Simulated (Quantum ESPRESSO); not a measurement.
# CuI (Marshite) (F-43m) in Quantum ESPRESSO: notebook

One crystal, CuI (Marshite), is run at these levels: PBE, LDA; tasks: phonons.

All numbers are computed with Quantum ESPRESSO 7.5; they aren't measurements. Logs are shortened: lines on timing, memory, paths and dates and some standing lists are left out, and cuts for length are marked.

**What was measured.**

From a printed reference work, data compilation, for a bulk crystal of CuI: high-frequency dielectric constant 4.84.

The runs below are set against these values where they give the same quantity.

**1. The structure**

Symmetry: F-43m, No. 216, cubic system. The conventional cell has a = 6.063 Å, b = 6.063 Å, c = 6.063 Å, α = 90.00°, β = 90.00°, γ = 90.00°. I (site symmetry -43m) has 4 Cu at 2.63 Å as nearest neighbours. Cu (site symmetry -43m) is surrounded by 4 I at 2.63 Å.

**2. Phonons, PBE**

The input, pw.in:

```
&CONTROL
  calculation = 'scf'
  prefix = 'pwscf'
  outdir = './tmp'
  pseudo_dir = './pseudo'
  tprnfor = .true.
  tstress = .true.
  disk_io = 'low'
/
&SYSTEM
  ibrav = 0
  nat = 2
  ntyp = 2
  ecutwfc = 55
  ecutrho = 440
  nbnd = 15
  occupations = 'smearing'
  smearing = 'fd'
  degauss = 0.00367493
/
&ELECTRONS
  conv_thr = 4d-10
  electron_maxstep = 120
  mixing_beta = 0.5
/
ATOMIC_SPECIES
I    126.9045 I.pbe-n-kjpaw_psl.0.2.UPF
Cu    63.5460 Cu.paw.z_11.ld1.psl.v1.0.0-low.upf
CELL_PARAMETERS angstrom
   0.0000000000    3.0315000000    3.0315000000
   3.0315000000    0.0000000000    3.0315000000
   3.0315000000    3.0315000000    0.0000000000
ATOMIC_POSITIONS crystal
I      0.0000000000    0.0000000000    0.0000000000
Cu     0.7500000000    0.7500000000    0.7500000000
K_POINTS automatic
6 6 6 1 1 1
```

The input, relax.in:

```
&CONTROL
  calculation = 'vc-relax'
  prefix = 'pwscf'
  outdir = './tmp'
  pseudo_dir = './pseudo'
  tprnfor = .true.
  tstress = .true.
  disk_io = 'low'
  nstep = 40
  forc_conv_thr = 0.0001
  etot_conv_thr = 1d-06
/
&SYSTEM
  ibrav = 0
  nat = 2
  ntyp = 2
  ecutwfc = 55
  ecutrho = 440
  nbnd = 15
  occupations = 'smearing'
  smearing = 'fd'
  degauss = 0.00367493
/
&ELECTRONS
  conv_thr = 4d-10
  electron_maxstep = 120
  mixing_beta = 0.5
/
&IONS
  ion_dynamics = 'bfgs'
/
&CELL
  cell_dynamics = 'bfgs'
  press = 0
  press_conv_thr = 0.2
/
ATOMIC_SPECIES
I    126.9045 I.pbe-n-kjpaw_psl.0.2.UPF
Cu    63.5460 Cu.paw.z_11.ld1.psl.v1.0.0-low.upf
CELL_PARAMETERS angstrom
   0.0000000000    3.0315000000    3.0315000000
   3.0315000000    0.0000000000    3.0315000000
   3.0315000000    3.0315000000    0.0000000000
ATOMIC_POSITIONS crystal
I      0.0000000000    0.0000000000    0.0000000000
Cu     0.7500000000    0.7500000000    0.7500000000
K_POINTS automatic
6 6 6 1 1 1
```

The input, gamma.in:

```
&CONTROL
  calculation = 'bands'
  prefix = 'pwscf'
  outdir = './tmp'
  pseudo_dir = './pseudo'
  disk_io = 'low'
  verbosity = 'high'
/
&SYSTEM
  ibrav = 0
  nat = 2
  ntyp = 2
  ecutwfc = 55
  ecutrho = 440
  nbnd = 15
  occupations = 'smearing'
  smearing = 'fd'
  degauss = 0.00367493
/
&ELECTRONS
  conv_thr = 1d-08
  electron_maxstep = 120
  mixing_beta = 0.5
  diago_full_acc = .true.
  startingwfc = 'random'
/
ATOMIC_SPECIES
I    126.9045 I.pbe-n-kjpaw_psl.0.2.UPF
Cu    63.5460 Cu.paw.z_11.ld1.psl.v1.0.0-low.upf
CELL_PARAMETERS angstrom
   0.0000000000    3.0423872871    3.0423872871
   3.0423872871    0.0000000000    3.0423872871
   3.0423872871    3.0423872871    0.0000000000
ATOMIC_POSITIONS crystal
I      0.0000000000    0.0000000000    0.0000000000
Cu     0.7500000000    0.7500000000    0.7500000000
K_POINTS crystal
1
0.0 0.0 0.0 1
```

The input, scf2.in:

```
&CONTROL
  calculation = 'scf'
  prefix = 'pwscf'
  outdir = './tmp'
  pseudo_dir = './pseudo'
  tprnfor = .true.
  tstress = .true.
  disk_io = 'low'
/
&SYSTEM
  ibrav = 0
  nat = 2
  ntyp = 2
  ecutwfc = 55
  ecutrho = 440
  nbnd = 15
  occupations = 'fixed'
/
&ELECTRONS
  conv_thr = 1d-13
  electron_maxstep = 120
  mixing_beta = 0.5
  startingpot = 'file'
/
ATOMIC_SPECIES
I    126.9045 I.pbe-n-kjpaw_psl.0.2.UPF
Cu    63.5460 Cu.paw.z_11.ld1.psl.v1.0.0-low.upf
CELL_PARAMETERS angstrom
   0.0000000000    3.0423872871    3.0423872871
   3.0423872871    0.0000000000    3.0423872871
   3.0423872871    3.0423872871    0.0000000000
ATOMIC_POSITIONS crystal
I      0.0000000000    0.0000000000    0.0000000000
Cu     0.7500000000    0.7500000000    0.7500000000
K_POINTS automatic
6 6 6 1 1 1
```

The input, ph.in:

```
phonons of CuI
&INPUTPH
  prefix = 'pwscf'
  outdir = './tmp'
  tr2_ph = 1d-18
  fildyn = 'dyn'
  niter_ph = 90
  alpha_mix(1) = 0.7
  epsil = True
/
0.0000000000 0.0000000000 0.0000000000
```

The input, dynmat.in:

```
&INPUT
  fildyn = 'dyn'
  asr = 'crystal'
  lperm = .true.
  filout = 'dynmat.disp'
  fileig = 'dynmat.eig'
/
```

The input, dynmat_lo.in:

```
&INPUT
  fildyn = 'dyn'
  asr = 'crystal'
  filout = 'dynmat_lo.disp'
  fileig = 'dynmat_lo.eig'
  q(1) = 0
  q(2) = 0
  q(3) = 1
/
```

Potentials or basis: SSSP 1.3 efficiency PBE.

Run with:

```console
OMP_NUM_THREADS=1 pw.x -in pw.in > pw.out
OMP_NUM_THREADS=1 pw.x -in relax.in > relax.out
OMP_NUM_THREADS=1 pw.x -in gamma.in > gamma.out
OMP_NUM_THREADS=1 pw.x -in scf2.in > scf2.out
OMP_NUM_THREADS=1 ph.x -in ph.in > ph.out
OMP_NUM_THREADS=1 dynmat.x -in dynmat.in > dynmat.out
OMP_NUM_THREADS=1 dynmat.x -in dynmat_lo.in > dynmat_lo.out
```

pw.out:

```text
This program is part of the open-source Quantum ESPRESSO suite
     for quantum simulation of materials; please cite
         "P. Giannozzi et al., J. Phys.:Condens. Matter 21 395502 (2009);
         "P. Giannozzi et al., J. Phys.:Condens. Matter 29 465901 (2017);
         "P. Giannozzi et al., J. Chem. Phys. 152 154105 (2020);
     in publications or presentations arising from this work. More details at

     file Cu.paw.z_11.ld1.psl.v1.0.0-low.upf: wavefunction(s)  4S 3D renormalized
     Message from routine setup:
     using ibrav=0 with symmetry is DISCOURAGED, use correct ibrav instead

     G-vector sticks info
     --------------------
     sticks:   dense  smooth     PW     G-vecs:    dense   smooth      PW
     Sum        1981    1003    301                58623    20827    3479

     Using Slab Decomposition

     bravais-lattice index     =            0
     lattice parameter (alat)  =       8.1016  a.u.
     unit-cell volume          =     376.0099 (a.u.)^3
     number of atoms/cell      =            2
     number of atomic types    =            2
     number of electrons       =        18.00
     number of Kohn-Sham states=           15
     kinetic-energy cutoff     =      55.0000  Ry
     charge density cutoff     =     440.0000  Ry
     scf convergence threshold =      4.0E-10
     mixing beta               =       0.5000
     number of iterations used =            8  plain     mixing
     Exchange-correlation= SLA  PW   PBX  PBC
                           (   1   4   3   4   0   0   0)

     celldm(1)=   8.101612  celldm(2)=   0.000000  celldm(3)=   0.000000
     celldm(4)=   0.000000  celldm(5)=   0.000000  celldm(6)=   0.000000

[... 8 lines left out ...]
               b(3) = (  0.707107  0.707107 -0.707107 )

     PseudoPot. # 1 for I  read from file:
     I.pbe-n-kjpaw_psl.0.2.UPF
     Pseudo is Projector augmented-wave + core cor, Zval =  7.0
     Generated using "atomic" code by A. Dal Corso  v.5.0.99 svn rev. 10869
     Shape of augmentation charge: PSQ
     Using radial grid of 1247 points,  4 beta functions with:
                l(1) =   0
                l(2) =   0
                l(3) =   1
                l(4) =   1
     Q(r) pseudized with 0 coefficients

     PseudoPot. # 2 for Cu read from file:
     Cu.paw.z_11.ld1.psl.v1.0.0-low.upf
     Pseudo is Projector augmented-wave + core cor, Zval = 11.0
     Generated using &quot;atomic&quot; code by A. Dal Corso  v.6.3MaX
     Shape of augmentation charge: PSQ
     Using radial grid of 1199 points,  6 beta functions with:
                l(1) =   0
                l(2) =   0
                l(3) =   1
                l(4) =   1
                l(5) =   2
                l(6) =   2
     Q(r) pseudized with 0 coefficients

     atomic species   valence    mass     pseudopotential
     I                 7.00   126.90450     I ( 1.00)
     Cu               11.00    63.54600     Cu( 1.00)

     24 Sym. Ops. (no inversion) found

   Cartesian axes

     site n.     atom                  positions (alat units)
         1        I      tau(   1) = (   0.0000000   0.0000000   0.0000000  )
         2        Cu     tau(   2) = (   1.0606602   1.0606602   1.0606602  )

     number of k points=    28  Fermi-Dirac smearing, width (Ry)=  0.0037
                       cart. coord. in units 2pi/alat
        k(    1) = (   0.0589256   0.0589256   0.0589256), wk =   0.0185185
        k(    2) = (   0.1767767   0.1767767  -0.0589256), wk =   0.0555556
        k(    3) = (   0.2946278   0.2946278  -0.1767767), wk =   0.0555556
        k(    4) = (  -0.2946278  -0.2946278   0.4124790), wk =   0.0555556
        k(    5) = (  -0.1767767  -0.1767767   0.2946278), wk =   0.0555556
        k(    6) = (  -0.0589256  -0.0589256   0.1767767), wk =   0.0555556
[... 20 lines left out ...]
        k(   27) = (   0.2946278   0.2946278   0.2946278), wk =   0.0185185
        k(   28) = (  -0.2946278  -0.2946278   0.8838835), wk =   0.0555556

     Dense  grid:    58623 G-vectors     FFT dimensions: (  60,  60,  60)

     Smooth grid:    20827 G-vectors     FFT dimensions: (  40,  40,  40)

     Initial potential from superposition of free atoms

     starting charge      17.9997, renormalised to      18.0000
     Starting wfcs are   13 randomized atomic wfcs +    2 random wfcs

     Self-consistent Calculation

     iteration #  1     ecut=    55.00 Ry     beta= 0.50
     Davidson diagonalization with overlap
     ethr =  1.00E-02,  avg # of iterations =  4.8

     Threshold (ethr) on eigenvalues was too large:
     Diagonalizing with lowered threshold

     Davidson diagonalization with overlap
     ethr =  1.71E-04,  avg # of iterations =  2.7

     total energy              =    -592.01531558 Ry
     estimated scf accuracy    <       0.03179848 Ry

     iteration #  2     ecut=    55.00 Ry     beta= 0.50
     Davidson diagonalization with overlap
     ethr =  1.77E-04,  avg # of iterations =  2.1

     total energy              =    -592.01853505 Ry
     estimated scf accuracy    <       0.05856559 Ry

     iteration #  3     ecut=    55.00 Ry     beta= 0.50
     Davidson diagonalization with overlap
     ethr =  1.77E-04,  avg # of iterations =  2.0

     total energy              =    -592.02828344 Ry
     estimated scf accuracy    <       0.00101157 Ry
[... 33 lines left out ...]
     total energy              =    -592.02838946 Ry
     estimated scf accuracy    <          7.3E-09 Ry

     iteration #  9     ecut=    55.00 Ry     beta= 0.50
     Davidson diagonalization with overlap
     ethr =  2.80E-11,  avg # of iterations =  2.0

     total energy              =    -592.02838946 Ry
     estimated scf accuracy    <          4.7E-10 Ry

     iteration # 10     ecut=    55.00 Ry     beta= 0.50
     Davidson diagonalization with overlap
     ethr =  2.61E-12,  avg # of iterations =  2.0

     End of self-consistent calculation

          k = 0.0589 0.0589 0.0589 (  2643 PWs)   bands (ev):

    -8.2203   2.0061   2.1469   2.1469   3.9659   3.9659   5.4568   5.7548
     5.7548   7.3150  10.5355  10.7106  10.7106  15.0385  15.0393

          k = 0.1768 0.1768-0.0589 (  2607 PWs)   bands (ev):

    -8.0623   1.4284   2.0899   2.1741   3.9397   3.9789   4.7938   5.2778
     5.6183   8.1944  10.5118  11.0082  11.3759  14.0221  14.8246

          k = 0.2946 0.2946-0.1768 (  2592 PWs)   bands (ev):

    -7.7947   0.5441   2.0518   2.1780   3.9592   4.0004   4.2087   4.9798
     5.2577   8.2741  11.1038  11.2790  12.3418  14.7903  15.1272

          k =-0.2946-0.2946 0.4125 (  2575 PWs)   bands (ev):

    -7.6926   0.2395   2.0652   2.1554   3.9809   4.0085   4.0705   4.9713
     5.0383   8.2040  10.9069  11.3578  13.2566  15.1174  16.5046

          k =-0.1768-0.1768 0.2946 (  2589 PWs)   bands (ev):

    -7.8795   0.8066   2.1168   2.1358   3.9398   3.9975   4.3531   5.1615
     5.2512   8.3176  10.8125  11.5419  11.7648  14.3716  15.3757

          k =-0.0589-0.0589 0.1768 (  2610 PWs)   bands (ev):

    -8.1372   1.7110   2.1309   2.1372   3.9385   3.9813   5.0839   5.5017
     5.5715   7.9772  10.1161  11.1466  11.1785  13.8852  15.2926

          k = 0.2946 0.0589 0.0589 (  2601 PWs)   bands (ev):

    -7.9874   1.2715   2.0909   2.1036   3.8957   4.0072   4.7637   5.1328
     5.1841   8.7709   9.5515  11.7921  11.9746  13.2122  15.7591

          k = 0.4125 0.1768-0.0589 (  2589 PWs)   bands (ev):

    -7.7660   0.7398   1.8764   2.1089   3.8924   4.0256   4.3235   4.6513
     4.9653   9.1507   9.9105  11.4613  12.8027  14.3028  16.7950

          k =-0.1768-0.4125 0.5303 (  2588 PWs)   bands (ev):

    -7.6121   0.4473   1.5999   2.1102   3.9071   3.9944   4.1032   4.5302
     4.8010   9.1604  10.5070  11.9988  13.0029  14.7232  16.7901

          k =-0.0589-0.2946 0.4125 (  2589 PWs)   bands (ev):

    -7.7008   0.6463   1.6345   2.1519   3.9290   3.9832   4.2283   4.4966
     5.0431   9.2830  10.6747  11.2725  12.6207  14.3239  16.4555

          k = 0.0589-0.1768 0.2946 (  2592 PWs)   bands (ev):

    -7.9283   1.0662   2.0025   2.1604   3.9152   4.0024   4.5414   4.9439
     5.3563   8.7353  10.2363  11.4374  11.7758  13.7626  15.6119

          k = 0.5303 0.0589 0.0589 (  2582 PWs)   bands (ev):

    -7.6344   0.4626   1.9638   2.0474   3.8572   4.0570   4.2401   4.5159
     4.5171   8.6811   9.0852  13.2472  14.0564  14.9349  16.9945

          k =-0.0589-0.5303 0.6482 (  2587 PWs)   bands (ev):

    -7.5296   0.3975   1.6423   2.0126   3.8916   3.9933   4.0747   4.3128
     4.5074   8.9661   9.5642  13.1098  14.1299  15.4689  17.2433

          k = 0.0589-0.4125 0.5303 (  2588 PWs)   bands (ev):

    -7.5636   0.6044   1.2887   2.0883   3.8654   3.9773   4.1578   4.3241
     4.7167   9.2901  10.7957  12.1019  13.3438  14.1987  15.9031

          k = 0.1768-0.2946 0.4125 (  2586 PWs)   bands (ev):

    -7.6967   0.4105   1.8884   2.1493   3.9531   3.9989   4.1227   4.7558
     5.0274   8.6897  10.6811  11.6707  12.6502  15.0983  16.0435

          k =-0.6482 0.0589 0.0589 (  2578 PWs)   bands (ev):

    -7.5314   0.2647   1.9238   2.0328   3.9065   4.0515   4.0653   4.3618
     4.3811   8.5742   8.8701  14.3271  15.0376  15.6193  17.2462

          k =-0.5303 0.1768-0.0589 (  2591 PWs)   bands (ev):

    -7.6183   0.5105   1.7380   2.0507   3.8890   4.0202   4.1566   4.4346
     4.6558   9.0905   9.7077  12.0776  13.8697  15.0426  17.5480

          k =-0.4125 0.0589 0.0589 (  2596 PWs)   bands (ev):

    -7.8039   0.8211   2.0268   2.0730   3.8597   4.0357   4.4873   4.7786
     4.8027   8.9264   9.2915  12.2928  12.9660  13.8258  16.3679

          k = 0.1768 0.1768 0.1768 (  2596 PWs)   bands (ev):

    -7.9964   1.1343   2.1592   2.1592   3.9630   3.9630   4.5542   5.4398
     5.4398   8.0294  11.1780  11.1780  11.2444  14.5855  14.5858

          k = 0.2946 0.2946 0.0589 (  2592 PWs)   bands (ev):

    -7.8240   0.8201   1.8363   2.1886   3.9281   4.0027   4.3513   4.6946
     5.3249   8.8916  10.9553  11.4378  11.5238  13.9193  16.1917

          k =-0.2946-0.2946 0.6482 (  2588 PWs)   bands (ev):

    -7.6266   0.6030   1.4034   2.1557   3.9097   3.9563   4.2076   4.3875
     4.9385   9.1537  10.8997  12.3149  12.4211  14.7427  14.9831
[... 8 lines left out ...]
    -7.7400   0.5732   1.9308   2.1126   3.9214   4.0238   4.1899   4.8768
     4.8840   8.7966  10.4703  11.8189  12.1051  15.0422  16.4813

          k =-0.1768-0.4125 0.7660 (  2588 PWs)   bands (ev):

    -7.5917   0.5854   1.4451   2.0617   3.9108   3.9551   4.1607   4.3460
     4.7378   9.6954  10.4052  11.2983  13.7156  14.4234  16.4741

          k =-0.0589-0.2946 0.6482 (  2584 PWs)   bands (ev):

    -7.5277   0.6010   1.3201   1.9754   3.8811   3.9587   4.0908   4.2610
     4.5928   9.7738  10.3941  11.8360  12.9343  15.4568  17.3517

          k =-0.7660 0.1768 0.1768 (  2590 PWs)   bands (ev):

    -7.5414   0.4961   1.4099   2.0877   3.8518   4.0108   4.1020   4.3582
     4.5915   8.8570  10.3751  13.0349  13.5321  14.6192  16.1044

          k = 0.2946 0.2946 0.2946 (  2584 PWs)   bands (ev):

    -7.7457   0.3085   2.1643   2.1643   3.9967   3.9967   4.1105   5.1474
     5.1474   7.9271  11.1786  11.1786  13.0174  14.8257  16.0771

          k =-0.2946-0.2946 0.8839 (  2587 PWs)   bands (ev):

    -7.6498   0.3619   1.7654   2.1539   3.9401   3.9853   4.1080   4.6487
     4.9674   8.7944  10.6733  11.7973  13.0456  15.3116  15.7487

     the Fermi energy is     6.5558 ev

!    total energy              =    -592.02838946 Ry
     total all-electron energy =    -17542.905601 Ry
     estimated scf accuracy    <          3.0E-12 Ry
     smearing contrib. (-TS)   =      -0.00000000 Ry
     internal energy E=F+TS    =    -592.02838946 Ry

     The total energy is F=E-TS. E is the sum of the following terms:
     one-electron contribution =     -68.83318718 Ry
     hartree contribution      =      52.37473174 Ry
     xc contribution           =     -86.43891118 Ry
     ewald contribution        =     -78.80705429 Ry
     one-center paw contrib.   =    -410.32396855 Ry

     convergence has been achieved in  10 iterations

     Forces acting on atoms (cartesian axes, Ry/au):

     atom    1 type  1   force =     0.00000000    0.00000000    0.00000000
     atom    2 type  2   force =    -0.00000000   -0.00000000   -0.00000000

     Total force =     0.000000     Total SCF correction =     0.000000

     Computing stress (Cartesian axis) and pressure

          total   stress  (Ry/bohr**3)                   (kbar)     P=        4.58
   0.00003111  -0.00000000  -0.00000000            4.58       -0.00       -0.00
  -0.00000000   0.00003111  -0.00000000           -0.00        4.58       -0.00
  -0.00000000  -0.00000000   0.00003111           -0.00       -0.00        4.58

=------------------------------------------------------------------------------=
   JOB DONE.
=------------------------------------------------------------------------------=
```

Run time: 14 min. Hardware: 1 thread of Arm Neoverse V1, shared host; peak memory 0.27 GiB.

What came out:

| Quantity | Value |
| --- | --- |
| Free energy | -8054.9579 eV |
| Relaxed volume | 28.16 Å³/atom |
| Relaxed cell | a = 4.303 Å, b = 4.303 Å, c = 4.303 Å, α = 60.00°, β = 60.00°, γ = 60.00° |
| Space group after relaxing (to 0.05 Å) | F-43m (No. 216) |
| Pressure after relaxing | 0.0 GPa |
| Electronic dielectric tensor (diagonal) | 6.43 |
| Born charges (mean of the diagonal) | I -1.13; Cu +1.13 e |
| Highest phonon frequency at Γ, LO-TO splitting left out | 127 cm⁻¹ |
| Static dielectric tensor (diagonal) | 8.05 |

The path:
```
step  energy change (eV)  largest force (eV/Å)  pressure (GPa)  volume (Å³)
   1              0.0000                0.0000            0.46        55.72
   2             -0.0003                0.0000            0.37        55.85
   3             -0.0006                0.0000            0.25        55.99
   4             -0.0008                0.0000            0.08        56.21
   5             -0.0008                0.0000            0.00        56.32
   6             -0.0008                0.0000            0.00        56.32
```

Final structure:
```xyz
2
Lattice="0.0000 3.0424 3.0424 3.0424 0.0000 3.0424 3.0424 3.0424 0.0000" Properties=species:S:1:pos:R:3 pbc="T T T"
I     0.0000    0.0000    0.0000
Cu    4.5636    4.5636    4.5636
```

Levels at points of the mesh, in eV from the valence-band top:
```tsv
k point	band 7	band 8	band 9	band 10	band 11	band 12
(0.08, 0.08, 0.08)	-0.29	0.00	0.00	1.53	4.79	4.96
```

Phonon frequencies in cm⁻¹ (negative: imaginary):
| q point | frequencies |
| --- | --- |
| (0.000, 0.000, 0.000) | 1 1 1 127 127 127 |

Electronic dielectric tensor:
```
6.43 0.00 0.00
0.00 6.43 0.00
0.00 0.00 6.43
```

Born effective charge tensors (e):
atom 1, I
```
-1.13  0.00  0.00
 0.00 -1.13  0.00
 0.00  0.00 -1.13
```
atom 2, Cu
```
1.13 0.00 0.00
0.00 1.13 0.00
0.00 0.00 1.13
```

Optical modes at Γ, degenerate ones joined, polar ones without the macroscopic field:
```tsv
cm⁻¹	components	symmetry	active in	IR intensity, summed ((D/Å)²/amu)
127	3	T2	IR and Raman	2.08
```

Zone-centre frequencies without and with the macroscopic field along z (cm⁻¹):
```tsv
	optical modes in rising order
without	127 127 127
with the field	127 127 142
```

Static dielectric tensor, electrons and zone-centre modes:
```
8.05 0.00 0.00
0.00 8.05 0.00
0.00 0.00 8.05
```

(Continued in part 2 of 2.)
